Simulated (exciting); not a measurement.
# Al (Im-3m) in exciting: settings compared

The runs below take Al through single point, with LDA, RPBE.

Everything below comes from runs of exciting (release sodium). Logs are shortened: lines on timing, memory, paths and dates and some standing lists are left out, and cuts for length are marked.

## (1) Starting point

It takes space group Im-3m (No. 229, cubic). The conventional cell has a = 3.182 Å, b = 3.182 Å, c = 3.182 Å, α = 90.00°, β = 90.00°, γ = 90.00°. Around Al (site symmetry m-3m) lie 8 Al at 2.76 Å.

This isn't the form of Al at room conditions, which is fcc.

## (2) Single point, LDA

The input, input.xml:

```xml
<input>
  <title>Al</title>
  <structure speciespath="./" tshift="false">
    <crystal scale="1">
      <basevect>-3.006967528486 3.006967528486 3.006967528486</basevect>
      <basevect>3.006967528486 -3.006967528486 3.006967528486</basevect>
      <basevect>3.006967528486 3.006967528486 -3.006967528486</basevect>
    </crystal>
    <species speciesfile="Al.xml" rmt="2">
      <atom coord="0.000000000000 0.000000000000 0.000000000000"/>
    </species>
  </structure>
  <groundstate do="fromscratch" ngridk="12 12 12" rgkmax="7.5" gmaxvr="14" lmaxapw="10" lmaxmat="10" lmaxvr="8" xctype="LDA_PW" stype="Gaussian" swidth="0.00073499" nempty="8" ValenceRelativity="iora*" epsengy="1e-05" epspot="1e-05" maxscl="60" tforce="true" outputlevel="high"/>
</input>
```

Potentials or basis: all-electron LAPW+lo, shipped species files, valence relativity iora*.

The run is started by

```sh
OMP_NUM_THREADS=1 exciting_smp
```

INFO.OUT:

```text
================================================================================
EXCITING SODIUM started
All units are atomic (Hartree, Bohr, etc.)
================================================================================

********************************************************************************
* Ground-state run starting from atomic densities                              *
********************************************************************************

++++++++++++++++++++++++++++++++++++++++++++++++++++++++++++++++++++++++++++++++
+ Starting initialization                                                      +
++++++++++++++++++++++++++++++++++++++++++++++++++++++++++++++++++++++++++++++++

 Lattice vectors (cartesian) :
     -3.0069675285      3.0069675285      3.0069675285
      3.0069675285     -3.0069675285      3.0069675285
      3.0069675285      3.0069675285     -3.0069675285

 Reciprocal lattice vectors (cartesian) :
      0.0000000000      1.0447710605      1.0447710605
      1.0447710605      0.0000000000      1.0447710605
      1.0447710605      1.0447710605      0.0000000000

 Unit cell volume                           :     108.7542421018
 Brillouin zone volume                      :       2.2808325326

 Species :    1 (Al)
     parameters loaded from                 :    Al.xml
     name                                   :    aluminium
     nuclear charge                         :     -13.00000000
     electronic charge                      :      13.00000000
     atomic mass                            :   49184.33493000
     muffin-tin radius                      :       2.00000000
     # of radial points in muffin-tin       :     300

     atomic positions (lattice) :
       1 :   0.00000000  0.00000000  0.00000000

 Total number of atoms per unit cell        :       1

 Spin treatment                             :    spin-unpolarised

 Number of Bravais lattice symmetries       :      48
 Number of crystal symmetries               :      48

 k-point grid                               :      12   12   12
 Total number of k-points                   :      72
 k-point set is reduced with crystal symmetries

 R^MT_min * |G+k|_max (rgkmax)              :       7.50000000
 Species with R^MT_min                      :       1 (Al)
 Maximum |G+k| for APW functions            :       3.75000000
 Maximum |G| for potential and density      :      14.00000000
 Polynomial order for pseudochg. density    :       9

 G-vector grid sizes                        :      24    24    24
 Total number of G-vectors                  :    5017

 Maximum angular momentum used for
     APW functions                          :      10
     computing H and O matrix elements      :      10
     potential and density                  :       8
     inner part of muffin-tin               :       2

 Total nuclear charge                       :     -13.00000000
 Total electronic charge                    :      13.00000000
 Total core charge                          :       4.00000000
 Total valence charge                       :       9.00000000

 Effective Wigner radius, r_s               :       1.25932574

 Number of empty states                     :       8
 Total number of valence states             :      13

 Maximum Hamiltonian size                   :     111
 Maximum number of plane-waves              :     104
 Total number of local-orbitals             :       7

 Exchange-correlation type                  :       3
     Perdew-Wang, Phys. Rev. B 45, 13244 (1992)

 Smearing scheme                            :    Gaussian
 Smearing width                             :       0.00073499

 Using multisecant Broyden potential mixing

++++++++++++++++++++++++++++++++++++++++++++++++++++++++++++++++++++++++++++++++
+ Ending initialization                                                        +
++++++++++++++++++++++++++++++++++++++++++++++++++++++++++++++++++++++++++++++++

********************************************************************************
* Groundstate module started                                                   *
********************************************************************************
 Output level for this task is set to high

++++++++++++++++++++++++++++++++++++++++++++++++++++++++++++++++++++++++++++++++
+ Self-consistent loop started                                                 +
++++++++++++++++++++++++++++++++++++++++++++++++++++++++++++++++++++++++++++++++
 Density and potential initialised from atomic data

++++++++++++++++++++++++++++++++++++++++++++++++++++++++++++++++++++++++++++++++
+ SCF iteration number :    1                                                  +
++++++++++++++++++++++++++++++++++++++++++++++++++++++++++++++++++++++++++++++++
 Total energy                               :      -241.42742127
 _______________________________________________________________
 Fermi energy                               :         0.27228714
 Kinetic energy                             :       242.45560225
 Coulomb energy                             :      -466.19226012
 Exchange energy                            :       -16.70179943
 Correlation energy                         :        -0.98896396
 Sum of eigenvalues                         :      -128.63430374
 Effective potential energy                 :      -371.08990599
 Coulomb potential energy                   :      -347.72445871
 xc potential energy                        :       -23.36544728
 Hartree energy                             :        74.69227356
 Electron-nuclear energy                    :      -497.10900583
 Nuclear-nuclear energy                     :       -43.77552785
 Madelung energy                            :      -292.33003077
 Core-electron kinetic energy               :         0.00000000
[... 368 lines left out ...]
 Electron charges :
     core                                   :         4.00000000
     core leakage                           :         0.00141985
     valence                                :         9.00000000
     interstitial                           :         2.09071231
     charge in muffin-tin spheres :
                  atom     1    Al          :        10.90928769
     total charge in muffin-tins            :        10.90928769
     total charge                           :        13.00000000

 RMS change in effective potential (target) :  0.642488E-10  ( 0.100000E-04)
 Absolute change in total energy   (target) :  0.845537E-08  ( 0.100000E-04)
 Charge distance                   (target) :  0.617707E-10  ( 0.100000E-04)
 Abs. change in max-nonIBS-force   (target) :   0.00000      ( 0.500000E-04)

++++++++++++++++++++++++++++++++++++++++++++++++++++++++++++++++++++++++++++++++
| Convergency criteria checked for the last 2 iterations                       +
| Convergence targets achieved. Performing final SCF iteration                 +
++++++++++++++++++++++++++++++++++++++++++++++++++++++++++++++++++++++++++++++++
 Total energy                               :      -241.91535240
 _______________________________________________________________
 Fermi energy                               :         0.26811876
 Kinetic energy                             :       242.13854058
 Coulomb energy                             :      -466.34951248
 Exchange energy                            :       -16.71504324
 Correlation energy                         :        -0.98933727
 Sum of eigenvalues                         :      -128.99854986
 Effective potential energy                 :      -371.13709044
 Coulomb potential energy                   :      -347.75359487
 xc potential energy                        :       -23.38349557
 Hartree energy                             :        74.82038976
 Electron-nuclear energy                    :      -497.39437439
 Nuclear-nuclear energy                     :       -43.77552785
 Madelung energy                            :      -292.47271504
 Core-electron kinetic energy               :         0.00000000

 DOS at Fermi energy (states/Ha/cell)       :        18.34465816

 Electron charges :
     core                                   :         4.00000000
     core leakage                           :         0.00141985
     valence                                :         9.00000000
     interstitial                           :         2.09071231
     charge in muffin-tin spheres :
                  atom     1    Al          :        10.90928769
     total charge in muffin-tins            :        10.90928769
     total charge                           :        13.00000000

++++++++++++++++++++++++++++++++++++++++++++++++++++++++++++++++++++++++++++++++
+ Self-consistent loop stopped                                                 +
++++++++++++++++++++++++++++++++++++++++++++++++++++++++++++++++++++++++++++++++
 STATE.OUT is written

--------------------------------------------------------------------------------
- Writing atomic positions and forces                                          -
--------------------------------------------------------------------------------

 Atomic positions (lattice) :
 atom     1  Al  :     0.00000000    0.00000000    0.00000000

 Total atomic forces including IBS (cartesian) :
 atom     1  Al  :     0.00000000    0.00000000    0.00000000

 Atomic force components including IBS (cartesian) :
 atom     1  Al  :     0.00000000    0.00000000    0.00000000   HF force
                 :     0.00000000    0.00000000    0.00000000   core correction
                 :     0.00000000    0.00000000    0.00000000   IBS correction

********************************************************************************
* Groundstate module stopped                                                   *
********************************************************************************

================================================================================
| EXCITING SODIUM stopped                                                      =
================================================================================
```

Run time: 13 s. Hardware: 1 thread of Arm Neoverse V2, shared host; peak memory 0.09 GiB.

Results:

```
Free energy                                       : -6582.8522 eV
Band gap on the k mesh                            : none (metal or under the smearing width)
All electrons inside the program's atomic spheres : Al 10.91 (radii Al 2.0 bohr)
```

## (3) Single point, RPBE

The input, input.xml:

```xml
<input>
  <title>Al</title>
  <structure speciespath="./" tshift="false">
    <crystal scale="1">
      <basevect>-3.006967528486 3.006967528486 3.006967528486</basevect>
      <basevect>3.006967528486 -3.006967528486 3.006967528486</basevect>
      <basevect>3.006967528486 3.006967528486 -3.006967528486</basevect>
    </crystal>
    <species speciesfile="Al.xml" rmt="2">
      <atom coord="0.000000000000 0.000000000000 0.000000000000"/>
    </species>
  </structure>
  <groundstate do="fromscratch" ngridk="12 12 12" rgkmax="7.5" gmaxvr="14" lmaxapw="10" lmaxmat="10" lmaxvr="8" stype="Gaussian" swidth="0.00073499" nempty="8" ValenceRelativity="iora*" epsengy="1e-05" epspot="1e-05" maxscl="60" tforce="true" outputlevel="normal">
    <libxc exchange="XC_GGA_X_RPBE" correlation="XC_GGA_C_PBE"/>
  </groundstate>
  <properties>
    <chargedensityplot>
      <plot3d>
        <box grid="14 14 14">
          <origin coord="0 0 0"/>
          <point coord="1 0 0"/>
          <point coord="0 1 0"/>
          <point coord="0 0 1"/>
        </box>
      </plot3d>
    </chargedensityplot>
    <elfplot>
      <plot3d>
        <box grid="14 14 14">
          <origin coord="0 0 0"/>
          <point coord="1 0 0"/>
          <point coord="0 1 0"/>
          <point coord="0 0 1"/>
        </box>
      </plot3d>
    </elfplot>
    <exccplot>
      <plot3d>
        <box grid="14 14 14">
          <origin coord="0 0 0"/>
          <point coord="1 0 0"/>
          <point coord="0 1 0"/>
          <point coord="0 0 1"/>
        </box>
      </plot3d>
    </exccplot>
  </properties>
</input>
```

Potentials or basis: all-electron LAPW+lo, shipped species files, valence relativity iora*.

The run is started by

```sh
OMP_NUM_THREADS=1 exciting_smp
```

Wall time 20 s (1 thread of Arm Neoverse V2, shared host); peak memory 0.09 GiB.

It converged, with:

```yaml
Free_energy: -6610.3407 eV
Band_gap_on_the_k_mesh: none (metal or under the smearing width)
All_electrons_inside_the_program's_atomic_spheres: Al 10.88 (radii Al 2.0 bohr)
```

Levels at points of the mesh, in eV from the Fermi level:
| k point | band 4 | band 5 | band 6 | band 7 |
| --- | --- | --- | --- | --- |
| (0.00, 0.00, 0.00) | -11.31 | 13.44 | 13.44 | 13.44 |
| (0.50, 0.00, 0.00) | -4.44 | -3.87 | 8.31 | 8.40 |
| (0.50, 0.50, 0.50) | 1.91 | 1.91 | 1.91 | 2.90 |

## (4) Single point, LDA

The input, input.xml:

```xml
<input>
  <title>Al</title>
  <structure speciespath="./" tshift="false">
    <crystal scale="1">
      <basevect>-3.006967528486 3.006967528486 3.006967528486</basevect>
      <basevect>3.006967528486 -3.006967528486 3.006967528486</basevect>
      <basevect>3.006967528486 3.006967528486 -3.006967528486</basevect>
    </crystal>
    <species speciesfile="Al.xml" rmt="2">
      <atom coord="0.000000000000 0.000000000000 0.000000000000"/>
    </species>
  </structure>
  <groundstate do="fromscratch" ngridk="12 12 12" rgkmax="7.5" gmaxvr="14" lmaxapw="10" lmaxmat="10" lmaxvr="8" xctype="LDA_PW" stype="Gaussian" swidth="0.00183747" nempty="8" ValenceRelativity="iora*" epsengy="1e-05" epspot="1e-05" maxscl="60" tforce="true" outputlevel="normal"/>
</input>
```

Potentials or basis: all-electron LAPW+lo, shipped species files, valence relativity iora*.

The run is started by

```sh
OMP_NUM_THREADS=1 exciting_smp
```

INFO.OUT:

```text
================================================================================
EXCITING SODIUM started
[... 10 lines left out ...]

 Lattice vectors (cartesian) :
     -3.0069675285      3.0069675285      3.0069675285
      3.0069675285     -3.0069675285      3.0069675285
      3.0069675285      3.0069675285     -3.0069675285

 Reciprocal lattice vectors (cartesian) :
      0.0000000000      1.0447710605      1.0447710605
      1.0447710605      0.0000000000      1.0447710605
      1.0447710605      1.0447710605      0.0000000000

 Unit cell volume                           :     108.7542421018
 Brillouin zone volume                      :       2.2808325326

 Species :    1 (Al)
     parameters loaded from                 :    Al.xml
     name                                   :    aluminium
     nuclear charge                         :     -13.00000000
     electronic charge                      :      13.00000000
     atomic mass                            :   49184.33493000
[... 339 lines left out ...]

++++++++++++++++++++++++++++++++++++++++++++++++++++++++++++++++++++++++++++++++
| Convergency criteria checked for the last 2 iterations                       +
| Convergence targets achieved. Performing final SCF iteration                 +
++++++++++++++++++++++++++++++++++++++++++++++++++++++++++++++++++++++++++++++++
 Total energy                               :      -241.91534849
 _______________________________________________________________
 Fermi energy                               :         0.26777809
 Kinetic energy                             :       242.13856063
 Coulomb energy                             :      -466.34952759
 Exchange energy                            :       -16.71504419
 Correlation energy                         :        -0.98933734

 DOS at Fermi energy (states/Ha/cell)       :        10.01962155

 Electron charges :
     core                                   :         4.00000000
     core leakage                           :         0.00141985
     valence                                :         9.00000000
     interstitial                           :         2.09069896
     charge in muffin-tin spheres :
                  atom     1    Al          :        10.90930104
     total charge in muffin-tins            :        10.90930104
     total charge                           :        13.00000000

++++++++++++++++++++++++++++++++++++++++++++++++++++++++++++++++++++++++++++++++
+ Self-consistent loop stopped                                                 +
++++++++++++++++++++++++++++++++++++++++++++++++++++++++++++++++++++++++++++++++
 STATE.OUT is written

--------------------------------------------------------------------------------
- Writing atomic positions and forces                                          -
--------------------------------------------------------------------------------

 Atomic positions (lattice) :
 atom     1  Al  :     0.00000000    0.00000000    0.00000000

 Total atomic forces including IBS (cartesian) :
 atom     1  Al  :     0.00000000    0.00000000    0.00000000

 Atomic force components including IBS (cartesian) :
 atom     1  Al  :     0.00000000    0.00000000    0.00000000   HF force
                 :     0.00000000    0.00000000    0.00000000   core correction
                 :     0.00000000    0.00000000    0.00000000   IBS correction

********************************************************************************
[... 7 lines left out ...]
| EXCITING SODIUM stopped                                                      =
================================================================================
```

Run time: 12 s. Hardware: 1 thread of Arm Neoverse V2, shared host; peak memory 0.09 GiB.

Results:

```
Free energy                                       : -6582.8524 eV
Band gap on the k mesh                            : none (metal or under the smearing width)
All electrons inside the program's atomic spheres : Al 10.91 (radii Al 2.0 bohr)
```

## (5) Summary

| level | smearing | outputlevel | gap on the mesh (eV) |
| --- | --- | --- | --- |
| LDA | gaussian 0.02 eV | high | none |
| RPBE | gaussian 0.02 eV | normal | none |
| LDA | gaussian 0.05 eV | normal | none |

Alike in all rows: task single point; potentials or basis all-electron LAPW+lo, shipped species files, valence relativity iora*; no spin polarisation; cell as given; k mesh 12 × 12 × 12; rgkmax 7.5.

Every run on the cell as given and a fine mesh finds a metal.

Compare energies only between runs with the same functional and basis.
